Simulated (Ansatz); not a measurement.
Cr:

```
CELL_PARAMETERS angstrom
-1.48445 1.48445 1.48445
1.48445 -1.48445 1.48445
1.48445 1.48445 -1.48445
ATOMIC_POSITIONS crystal
Cr 0.00000 0.00000 0.00000
```

| Property | Result |
| --- | --- |
| Program | Ansatz 0.2.0 |
| Task | phonons |
| Functional | PBEsol |
| Potentials or basis | all-electron LAPW, scalar-relativistic |
| Cutoff | 298 eV (chosen from the basis error) |
| Basis error allowed | 0.001 eV/atom |
| k mesh | 10 × 10 × 10 |
| Occupations | fermi-dirac, width 0.05 eV |
| Spin | collinear spin, ferromagnetic start |
| Starting moments | [3.0] μB |
| Phonon path | ["G", "H", "N", "G", "P", "H"] |

Q: Is this structure dynamically stable at this level, and how far does the spectrum reach?

A: Yes, as far as this q mesh shows: no mode on the path is imaginary. The highest frequency is 249 cm⁻¹.

A q mesh this small can miss soft modes between its points.

Caveat: the k mesh is thin for a metal, which can move the energy by tens of meV per atom; a metal's response needs a denser mesh; the program listed the state as in doubt.
